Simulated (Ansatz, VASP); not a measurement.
## One calculation of FeNi3, two programs

```
CELL_PARAMETERS angstrom
3.61458 0.00000 0.00000
0.00000 3.61458 0.00000
0.00000 0.00000 3.61458
ATOMIC_POSITIONS crystal
Fe 0.00000 0.00000 0.00000
Ni 0.00000 0.50000 0.50000
Ni 0.50000 0.50000 0.00000
Ni 0.50000 0.00000 0.50000
```

Change from the starting cell: equal strain along all axes, cell held, atoms relaxed: +2.0 %.

Alike in both runs: task single point; functional PBE; k mesh 12 × 12 × 12; occupations gaussian, width 0.1 eV; collinear spin.

|  | VASP | Ansatz |
| --- | --- | --- |
| version | VASP 6.6.1 | Ansatz 0.2.0 |
| potentials or method | VASP PAW PBE potentials, release 64 (Fe, Ni) | scalar-relativistic, plane waves, PAW |
| plane-wave cutoff (eV) | 520 | 420 |
| valence electrons in the cell | 38 | 70 |

```tsv
	VASP	Ansatz	Ansatz less VASP
gap on the k mesh at the Fermi level (eV)	none	none	-
pressure (GPa)	-10.0	-10.1	-0.02
net moment per atom (μB)	1.21	1.22	+0.011
size of the moment on the site where the two differ most (μB)	0.65	0.69	+0.047
```

Site moments also hang on the region over which each program counts them. A gap of «none» marks a metal or a gap that the smearing closes. The functional is the same, so the differences come from potentials, cutoffs and numerics. The two sets of potentials don't hold the same shells in valence.
